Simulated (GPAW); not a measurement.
Crystal: BaTiO3.

```
Ba Ti O
1.0
     2.82737    1.63238    2.31839
    -2.82737    1.63238    2.31839
     0.00000   -3.26476    2.31839
Ba Ti O
1 1 3
Direct
  0.00000 0.00000 0.00000
  0.48450 0.48450 0.48450
  0.50860 0.01750 0.50860
  0.01750 0.50860 0.50860
  0.50860 0.50860 0.01750
```

Base run:

* Program: GPAW 26.7.0
* Functional: r2SCAN
* Potentials or basis: GPAW PAW data sets (gpaw-data 1.2.1)
* Cutoff: 800 eV
* Basis: pw
* k mesh: 5 × 5 × 5
* Occupations: fermi-dirac, width 0.05 eV
* Spin: no spin polarisation

Its results: band gap on the k mesh 2.91 eV, indirect (least direct gap 3.19 eV); pressure 3.4 GPa; largest force 0.176 eV/Å.

The run is repeated on the same cell with these changes: functional from r2SCAN to LDA; potentials or basis from GPAW PAW data sets (gpaw-data 1.2.1) to the program's PAW data sets (release 1.2.1) made for this functional. What comes out?

Band gap on the k mesh 2.45 eV, indirect (least direct gap 2.72 eV); pressure -4.6 GPa; largest force 0.154 eV/Å.

Caveats: spin-orbit coupling is left out, which moves the levels of the heavy elements; the mesh misses the band edges, which the band path finds closer together; the PAW data sets were made with another functional, which shifts forces and pressure a little (some runs).
